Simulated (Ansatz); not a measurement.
Crystal: Hg.

```
Hg
1.0
    -1.87674    1.87674    1.91684
     1.87674   -1.87674    1.91684
     1.87674    1.87674   -1.91684
Hg
1
Direct
  0.50000 0.50000 0.00000
```

Base run:

* Program: Ansatz 0.2.0
* Functional: r2SCAN
* Potentials or basis: Ansatz PAW
* Cutoff: 500 eV
* Density cutoff: 2000 eV
* k mesh: 10 × 10 × 10
* Occupations: fermi-dirac, width 0.05 eV
* Spin: no spin polarisation

Its results: band gap on the k mesh none (metal or under the smearing width); pressure 0.2 GPa.

Question: The run is repeated on the same cell with these changes: functional from r2SCAN to PBEsol; cutoff from 500 eV to 420 eV; density cutoff from 2000 eV to 1680 eV; occupations from fermi-dirac, width 0.05 eV to gaussian, width 0.1 eV. What comes out?

Answer: Band gap on the k mesh none (metal or under the smearing width); pressure -2.4 GPa.

Caveats: the PAW data sets come from PBE, with cores solved anew for the run's functional, which leaves a small shift of forces and pressure.

Not every run made on this cell is shown here.
